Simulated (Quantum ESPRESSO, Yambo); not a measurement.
# Quasiparticle gap of BaTe (Fm-3m) in Yambo, part 2 of 3

Wanted: ground state, empty states, screening and self-energy for BaTe (Fm-3m).

Quantum ESPRESSO 7.5 and Yambo 5.3.0; PBE and many-body steps on it, plane waves. Known limits of the many-body steps: not at the basis limit; exchange with frozen shells missing.

So far. Step 2 (Ground state): The gap is indirect, with the least direct gap 0.37 eV higher. Step 3 (Bands along the symmetry lines): The gap is 1.263 eV, as in the run before at this level.

The database entry behind the starting cell differs from later determinations by our own check (about 0.2 % short), so it need not match the best structure at ambient conditions.

**4. Empty states on the mesh, 4×4×4 mesh, 160 bands**

Level of this step: DFT, PBE with spin-orbit coupling, plane waves, norm-conserving pseudopotentials (Quantum ESPRESSO).

The sums over transitions need many empty states on a uniform mesh; this step solves for them.

pw.in

```
&control
  calculation = 'nscf'
  prefix = 'x'
  outdir = 'o'
  pseudo_dir = 'pseudo'
/
&system
  ibrav = 0
  nat = 2
  ntyp = 2
  ecutwfc = 68.0
  nbnd = 160
  force_symmorphic = .true.
  noncolin = .true.
  lspinorb = .true.
/
&electrons
  conv_thr = 1e-9
  electron_maxstep = 80
  diago_full_acc = .true.
  diago_thr_init = 5e-6
/
ATOMIC_SPECIES
  Ba 137.33 Ba.upf
  Te 127.6 Te.upf
CELL_PARAMETERS angstrom
  -0.0000000000 3.4930000000 3.4930000000
  3.4930000000 -0.0000000000 3.4930000000
  3.4930000000 3.4930000000 -0.0000000000
ATOMIC_POSITIONS crystal
  Ba 0.0000000000 0.0000000000 0.0000000000
  Te 0.5000000000 0.5000000000 0.5000000000
K_POINTS automatic
  4 4 4 0 0 0
```

Launch:

```
OMP_NUM_THREADS=1 mpirun -n 4 pw.x -nk 4 -in pw.in > pw.out
```

The program printed:

```text
[banner, memory and clock lines left out]
Program PWSCF v.7.5 starts

     Atomic positions and unit cell read from directory:
     o/x.save/

     Message from routine setup:
     using ibrav=0 with symmetry is DISCOURAGED, use correct ibrav instead

     G-vector sticks info

     bravais-lattice index     =            0
     lattice parameter (alat)  =       9.3350  a.u.
     unit-cell volume          =     575.2046 (a.u.)^3
     number of atoms/cell      =            2
     number of atomic types    =            2
     number of electrons       =        26.00
     number of Kohn-Sham states=          160
     kinetic-energy cutoff     =      68.0000  Ry
     charge density cutoff     =     272.0000  Ry
     Exchange-correlation= PBE
                           (   1   4   3   4   0   0   0)
     Non magnetic calculation with spin-orbit

     celldm(1)=   9.334960  celldm(2)=   0.000000  celldm(3)=   0.000000
     celldm(4)=   0.000000  celldm(5)=   0.000000  celldm(6)=   0.000000

     crystal axes: (cart. coord. in units of alat)
               a(1) = (  -0.000000   0.707107   0.707107 )
               a(2) = (   0.707107  -0.000000   0.707107 )
               a(3) = (   0.707107   0.707107  -0.000000 )

     reciprocal axes: (cart. coord. in units 2 pi/alat)
               b(1) = ( -0.707107  0.707107  0.707107 )
               b(2) = (  0.707107 -0.707107  0.707107 )
               b(3) = (  0.707107  0.707107 -0.707107 )
     Pseudo is Norm-conserving + core correction, Zval = 10.0
     Generated using ONCVPSP code by D. R. Hamann
     Using radial grid of 1958 points, 10 beta functions with:
     Pseudo is Norm-conserving + core correction, Zval = 16.0
     Generated using ONCVPSP code by D. R. Hamann
     Using radial grid of 1324 points, 10 beta functions with:
     Ba               10.00   137.33000     Ba( 1.00)
     Te               16.00   127.60000     Te( 1.00)

     48 Sym. Ops., with inversion, found

   Cartesian axes

     site n.     atom                  positions (alat units)
         1        Ba     tau(   1) = (   0.0000000   0.0000000   0.0000000  )
         2        Te     tau(   2) = (   0.7071068   0.7071068   0.7071068  )

     number of k points=     8
                       cart. coord. in units 2pi/alat
        k(    1) = (   0.0000000   0.0000000   0.0000000), wk =   0.0156250
        k(    2) = (   0.1767767   0.1767767  -0.1767767), wk =   0.1250000
        k(    3) = (  -0.3535534  -0.3535534   0.3535534), wk =   0.0625000
[...]
k(    7) = (  -0.7071068   0.0000000   0.0000000), wk =   0.0468750
        k(    8) = (  -0.7071068   0.3535534   0.0000000), wk =   0.0937500

     Dense  grid:    43655 G-vectors     FFT dimensions: (  50,  50,  50)

     The potential is recalculated from file :
     o/x.save/charge-density

     Starting wfcs are   28 randomized atomic wfcs +  132 random wfcs

     Band Structure Calculation

     End of band structure calculation

          k = 0.0000 0.0000 0.0000 (  5577 PWs)   bands (ev):

   -29.1660 -29.1660 -29.1660 -29.1660 -27.7031 -27.7031 -27.7031 -27.7031
   -27.6971 -27.6971 -20.3047 -20.3047  -6.8925  -6.8925  -4.8509  -4.8509
    -4.8509  -4.8509  -2.8817  -2.8817   6.0539   6.0539   6.9178   6.9178
[...]
[... 8 further rows ...]
[...]
k = 0.1768 0.1768-0.1768 (  5438 PWs)   bands (ev):

[...]
[... 8 further rows ...]
[...]
k =-0.3536-0.3536 0.3536 (  5444 PWs)   bands (ev):

[...]
[... 8 further rows ...]
    45.7524  45.7524  45.7641  45.7641  46.5098  46.5098  47.8301  47.8301
    48.4554  48.4554  50.2800  50.2800  50.5097  50.5097  50.6402  50.6402

          k = 0.3536 0.0000 0.0000 (  5425 PWs)   bands (ev):

     [... further k-points ...]

     highest occupied, lowest unoccupied level (ev):     6.9178    8.1804

     XML data file, pseudopotentials, collected wavefunctions
```

Wall time 45 s (4 MPI ranks of Arm Neoverse V1, shared host); peak memory 0.85 GiB.

This step gave:

* gap: 1.263 eV
* k of the valence top: 0, 0, 0
* k of the conduction bottom: 0, -0.5, -0.5
* least direct gap: 1.632 eV
* k points computed: 8
* lowest point of the top converged band, above the valence top: 42.34 eV

On this mesh the gap is 1.263 eV.

**5. Conversion and set-up**

This step: Yambo 5.3.0; conversion and set-up on PBE with spin-orbit coupling, plane waves, norm-conserving pseudopotentials.

The states are converted to the many-body program's format and the q mesh is built.

Launch:

```
(cd o/x.save; p2y > p2y.log; mv SAVE ../..); yambo > setup.log
```

The program printed:

```text
 Yambo, version 5.3.0

 [02] CORE Variables Setup
 =========================

  [02.01] Unit cells
  ==================

  Cell kind             :  FCC
  Atoms in the cell     :  Ba  Te
  number of Ba atoms    :  1
  number of Te atoms    :  1

  List of atomic masses
  Mass of Ba    :  137.3300
  Mass of Te    :  127.6000

  List of atomic coordinates    : [cc]
  Ba1       :  0.000000  0.000000  0.000000  order 1
  Te1       :  6.600813  6.600813  6.600813  order 2

  Alat factors          :  6.600813  6.600813  6.600813 [a.u.]
  Direct lattice volume :  575.2046 [a.u.]
  Direct lattice vectors:  A[ 1 ]  A[ 2 ]  A[ 3 ]
   A[ 1 ]: -0.000000  1.000000  1.000000  [iru]
  -0.000000  6.600813  6.600813  [cc]
   A[ 2 ]:  1.000000 -0.000000  1.000000  [iru]
   6.600813 -0.000000  6.600813  [cc]
   A[ 3 ]:  1.000000  1.000000 -0.000000  [iru]
   6.600813  6.600813 -0.000000  [cc]

  Recip. lattice volume :  0.431238 [a.u.]
  Recip. lattice vectors:  B[ 1 ]  B[ 2 ]  B[ 3 ]
   B[ 1 ]: -0.500000  0.500000  0.500000  [iku]
  -0.475940  0.475940  0.475940  [cc]
   B[ 2 ]:  0.500000 -0.500000  0.500000  [iku]
   0.475940 -0.475940  0.475940  [cc]
   B[ 3 ]:  0.500000  0.500000 -0.500000  [iku]
   0.475940  0.475940 -0.475940  [cc]

  [02.02] Symmetries
  ==================

  Inversion symmetry    : yes
  Spatial inversion     : yes
  Inversion index       :  25
  K-space Time-reversal : no
  Magnetic symmetries   : no
  Group table correct   : yes
  Symmetries units      :  [cc]

   [S  1]:   1.0000      0.11866E-17  0.11866E-17  0.11866E-17   1.0000     -0.11866E-17 -0.11866E-17 -0.11866E-17   1.0000
   [S  2]:  -1.0000     -0.11866E-17  0.11866E-17 -0.11866E-17  -1.0000     -0.11866E-17  0.11866E-17  0.11866E-17   1.0000
   [S  3]:  -1.0000      0.11866E-17 -0.11866E-17 -0.11866E-17   1.0000      0.11866E-17  0.11866E-17 -0.11866E-17  -1.0000
[...]
[... 36 further rows ...]
   [S 47]:  0.11866E-17   1.0000     -0.11866E-17 -0.11866E-17  0.11866E-17  -1.0000       1.0000     -0.11866E-17  0.11866E-17
   [S 48]:  0.11866E-17  -1.0000      0.11866E-17 -0.11866E-17 -0.11866E-17   1.0000       1.0000      0.11866E-17 -0.11866E-17

  [02.03] Reciprocal space
  ========================

  nG shells         :   403
  nG charge         :   43655
  nG WFs            :   6483
  nC WFs            :   5577
  G-vecs. in first 40 shells:  [ Number ]
     1    9   15   27   51   59   65   89  113
    137   169   181   229   259   283   307   331   339
    387   411   459   531   537   561   609   645   701
[...]
1139  1211  1243  1291
  ...
  Shell energy in first 40 shells:  [ mHa ]
[...]
5776.24      5889.50      6342.53      6682.31      7248.61      7588.39      7701.65      8154.69      8494.47
    8607.73      9060.76      9400.54      9513.80      9966.84      10306.6      10872.9      11212.7      11326.0
[...]
K/Q-points units:
  rlu = crystal or reduced units; cc = cartesian coordinates; iku = interal k-units

  K [1]          [rlu]:  0.000000  0.000000  0.000000
         WF components:   5577
  K [2]          [rlu]:  0.13526E-16  0.13526E-16  0.25000
         WF components:   5438
  K [3]          [rlu]: -0.27053E-16 -0.27053E-16 -0.50000
         WF components:   5444
  K [4]          [rlu]:  0.66993E-17  0.25000      0.25000
         WF components:   5425
  K [5]          [rlu]:  0.45620E-17  0.25000     -0.50000
         WF components:   5452
  [... 2 further k-points ...]
  K [8]          [rlu]:  0.250000 -0.500000 -0.250000
         WF components:   5440

  [02.05] Energies & Occupations
  ==============================

  [X] === General ===
  [X] Electronic Temperature                        :  0.000000  0.000000 [eV K]
  [X] Bosonic    Temperature                        :  0.000000  0.000000 [eV K]
  [X] Finite Temperature mode                       : no
  [X] El. density                                   :  0.30503E+24 [cm-3]
  [X] Fermi Level                                   :  6.917764 [eV]

  [X] === Gaps and Widths ===
  [X] Conduction Band Min                           :  1.262661 [eV]
  [X] Valence Band Max                              :  0.000000 [eV]
  [X] Filled Bands                                  :  26
  [X] Empty Bands                                   :   27  160
  [X] Direct Gap                                    :  1.631765 [eV]
  [X] Direct Gap localized at k                     :   7
  [X] Indirect Gap                                  :  1.262661 [eV]
  [X] Indirect Gap between kpts                     :   1   7
  [X] Last valence band width                       :  1.207348 [eV]
  [X] 1st conduction band width                     :  2.654581 [eV]

  E @ K [1]:  [eV]
  -36.08372 -36.08372 -36.08372 -36.08372 -34.62083 -34.62083 -34.62083 -34.62083
  -34.61487 -34.61487 -27.22243 -27.22243 -13.81026 -13.81026 -11.76871 -11.76871
   -11.7687     -11.7687     -9.79949     -9.79949    -0.863912    -0.863912    -0.142067E-7 -0.674953E-8
[...]
occ @ K [1]
[...]
E @ K [2]:  [eV]
[...]
occ @ K [2]
[...]
E @ K [3]:  [eV]
[...]
occ @ K [3]
[...]
E @ K [4]:  [eV]
[...]
occ @ K [4]
[...]
E @ K [5]:  [eV]
[...]
occ @ K [5]
[...]
[... 2 further k-points ...]
  E @ K [8]:  [eV]
[...]
occ @ K [8]
[...]
0.000000  0.000000  0.000000  0.000000  0.000000  0.000000  0.000000  0.000000
   0.000000  0.000000  0.000000  0.000000  0.000000  0.000000  0.000000  0.000000

 [03] Transferred momenta grid and indexing
 ==========================================

 IBZ Q-points                                      :   8
 BZ  Q-points                                      :   64

 K/Q-points units:
 rlu = crystal or reduced units; cc = cartesian coordinates; iku = interal k-units

 Q [1]          [rlu]:  0.000000  0.000000  0.000000
 Q [2]          [rlu]:  0.35015E-18  0.35015E-18  0.25000
 Q [3]          [rlu]: -0.70030E-18 -0.70030E-18 -0.50000
[...]
Q [7]          [rlu]: -0.13399E-16 -0.50000     -0.50000
 Q [8]          [rlu]:  0.250000 -0.500000 -0.250000

  [03.01] X indexes
  =================

   [03.01.01] Sigma indexes
   ========================

 [06] Game Over & Game summary
```

The job ended after 3.7 s (1 MPI rank; peak memory 0.26 GiB).

[end of part 2 of 3]

[Paths, hosts, dates, memory and timing lines, banners, echoed tables and standing remarks are left out of the program output.]

[Logs are printed without paths, hosts, clocks, repeated set-up lines and the standing remarks that a program may print on its own settings, such as how far it seeks lower states.]

[Runs of the session that timed out or met a known fault of the program may be left out.]

[Hosts, paths, dates, database ids (printed as entryN), source tags and the programs' standing remarks are cut or masked in the printed files.]
